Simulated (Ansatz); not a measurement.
(001) slab cut from the bulk of TiAl3, 15 Å of vacuum:

```
CELL_PARAMETERS angstrom
3.84535 0.00000 0.00000
0.00000 3.84535 0.00000
0.00000 0.00000 25.77851
ATOMIC_POSITIONS crystal
Al 0.50000 0.00000 0.29094
Al 0.00000 0.50000 0.29094
Ti 0.50000 0.50000 0.37456
Al 0.00000 0.00000 0.37456
Al 0.00000 0.50000 0.45819
Al 0.50000 0.00000 0.45819
Ti 0.00000 0.00000 0.54181
Al 0.50000 0.50000 0.54181
Al 0.50000 0.00000 0.62544
Al 0.00000 0.50000 0.62544
Ti 0.50000 0.50000 0.70906
Al 0.00000 0.00000 0.70906
```

These are results of Ansatz, DFT PBE, scalar-relativistic, plane waves, PAW, not measurements. Plane waves to 420 eV, a k mesh through Γ of 9×9×1 on the computed 12-atom cell and Gaussian smearing (0.10 eV); no spin polarisation. A dipole correction removes the field between periodic images along c.

This base run converges in 9 iterations with a largest force of 0.548 eV/Å and a work function of 4.13 eV on the top face.

One setting at a time is then changed, some of them on purpose to poor values; changes count from the base run, energies are extrapolated to zero smearing, γ keeps the base's bulk energy, atoms stay where they are, and risky runs are capped at 50 to 100 iterations.

Problem. What does each change do? vacuum of 10 Å; the slab thinned to 4 atoms (same faces, atoms at the bulk's places); no dipole correction, vacuum of 5 Å; field of 0.1 V/Å along c; field of -0.3 V/Å along c; vacuum of 22 Å; no dipole correction, vacuum of 8 Å; occupations fermi-dirac 0.3 eV; vacuum of 7 Å.

Solution.
| change | outcome | SCF iterations | ΔE (meV/atom) | Δγ (J/m²) | Δφ top (eV) | largest force (eV/Å) | largest change of a force (eV/Å) |
| --- | --- | --- | --- | --- | --- | --- | --- |
| vacuum of 10 Å | converged with warnings | 9 | 0.0 | 0.000 | 0.00 | 0.549 | 0.000 |
| the slab thinned to 4 atoms (same faces, atoms at the bulk's places) | converged | 7 | +512.9 | -0.113 | -0.03 | 0.980 |  |
| no dipole correction, vacuum of 5 Å | converged | 8 | -2.4 | -0.016 |  | 0.583 | 0.139 |
| field of 0.1 V/Å along c | converged with warnings | 14 | -0.5 |  |  | 0.546 | 0.009 |
| field of -0.3 V/Å along c | converged | 12 | -4.3 |  |  | 0.558 | 0.023 |
| vacuum of 22 Å | converged | 9 | 0.0 | 0.000 | 0.00 | 0.548 | 0.000 |
| no dipole correction, vacuum of 8 Å | converged | 8 | +0.1 | +0.001 |  | 0.550 | 0.004 |
| occupations fermi-dirac 0.3 eV | converged | 8 | -3.9 | -0.025 | 0.00 | 0.347 | 0.263 |
| vacuum of 7 Å | converged with warnings | 10 | +0.2 | +0.002 | -0.18 | 0.555 | 0.007 |

Spin polarisation was left out, and a magnetic state may lie lower. In some of the runs (vacuum 10, vacuum 7) charge leaks into the vacuum, so their work functions can be off.

Cost: 10 runs of about 4.8 core-minutes in all, on Oxide Virtual Turin-like Processor (Zen 5) (shared hosts).